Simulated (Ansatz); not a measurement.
## Computed properties of TiO2 (C2/m)

All numbers come from the PAW code Ansatz. Spin-unpolarised throughout; all numbers are computed.

A 12-atom cell of TiO2 (C2/m) from a materials database, relaxed with r2SCAN. Ti is surrounded by 6 O at 1.76–2.33 Å; Ti is surrounded by 6 O at 1.85–2.13 Å; O is surrounded by 3 Ti at 1.85–2.13 Å; O is surrounded by 3 Ti at 1.92–2.01 Å; O is surrounded by 2 Ti at 1.76–1.85 Å; O is surrounded by 4 Ti at 1.95–2.33 Å.

Space group C2/m (No. 12). a = 12.188 Å, b = 3.733 Å, c = 6.561 Å, α = 90.00°, β = 107.01°, γ = 90.00°
```json
{"atom": "Ti", "site": "4i", "symmetry": "m", "x": "0.8055", "y": "0.0000", "z": "0.7173"}
{"atom": "Ti", "site": "4i", "symmetry": "m", "x": "0.6006", "y": "0.5000", "z": "0.7096"}
{"atom": "O", "site": "4i", "symmetry": "m", "x": "0.5583", "y": "0.5000", "z": "0.3705"}
{"atom": "O", "site": "4i", "symmetry": "m", "x": "0.6385", "y": "0.0000", "z": "0.7058"}
{"atom": "O", "site": "4i", "symmetry": "m", "x": "0.6330", "y": "0.5000", "z": "0.0037"}
{"atom": "O", "site": "4i", "symmetry": "m", "x": "0.7360", "y": "0.0000", "z": "0.3470"}
```

On this one geometry the levels give:
```tsv
level	k mesh	gap (eV)	kind	edges	least direct gap (eV)
PBE	8×8×4	2.82	indirect	M₂–D (0.90) → Γ	3.02
r2SCAN	8×8×4	3.20	indirect	(0.281, -0.292, -1/2) → Γ	3.41
HSE06	4×4×2	4.38	indirect	(0.281, -0.292, -1/2) → Γ	4.60
PBE0	4×4×2	5.14	indirect	(0.281, -0.292, -1/2) → Γ	5.35
```
PBE: smearing of 0.02 eV; the others have fixed occupations.
Wave cutoffs: 420 eV, 500 eV (r2SCAN).
Points off the special ones are mesh points or PBE's searched band edges, reused at the other levels.

HSE06 gives an indirect gap of 4.38 eV, from k = (0.281, -0.292, -1/2) to Γ; the least direct gap is 4.60 eV at Y₂–Γ (0.75 of the way from Y₂).

r2SCAN covers 24 % of the step from PBE to HSE06. Among these functionals the gap stays indirect.

r2SCAN (ground state on 6×6×4): The electronic dielectric tensor ε∞ is a tensor with principal values 5.38, 5.58, 5.65. Born charges, averaged over directions: Ti +5.68 to +6.06, O -3.10 to -2.70 e. The program notes that the ground state's band table doesn't vouch for all the bands that the response reads.

Coordinates of k points refer to the reciprocal vectors of the primitive cell of the runs.

The meshes of the hybrids are coarse, so their gaps aren't converged to the digits shown.
